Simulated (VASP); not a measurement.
A run of VASP 6.6.1:

The input INCAR:

```
SYSTEM = InSb
PREC = Accurate
ENCUT = 600
EDIFF = 1E-7
ISMEAR = 0
SIGMA = 0.1
LREAL = .False.
LASPH = .True.
NELM = 80
ALGO = Normal
ISIF = 3
LWAVE = .False.
LCHARG = .False.
IBRION = 2
NSW = 90
EDIFFG = -0.005
```

KPOINTS

```
Automatic mesh
0
Gamma
  12 12 12
  0 0 0
```

The input POSCAR:

```
InSb
1.0
    0.0000000000      3.3166107100      3.3166107100
    3.3166107100      0.0000000000      3.3166107100
    3.3166107100      3.3166107100      0.0000000000
In Sb
1 1
Direct
    0.0000000000      0.0000000000      0.0000000000
    0.7500000000      0.7500000000      0.7500000000
```

Potentials or basis: VASP PAW LDA potentials, release 64 (In_d, Sb).

Run with:

```sh
$ cat potpaw_LDA.64/In_d/POTCAR potpaw_LDA.64/Sb/POTCAR > POTCAR
$ mpirun -np 1 vasp_std > vasp.out
```

Hardware: 1 thread of Intel(R) Xeon(R) 6975P-C (Granite Rapids) (shared host).

Q: How long does it take, and how much memory?

A: Run time: 93 s on 1 thread of Intel(R) Xeon(R) 6975P-C (Granite Rapids), with other jobs on the host, peak memory 0.26 GiB. Counts: scf iterations 29, k points 72, ion steps 3.
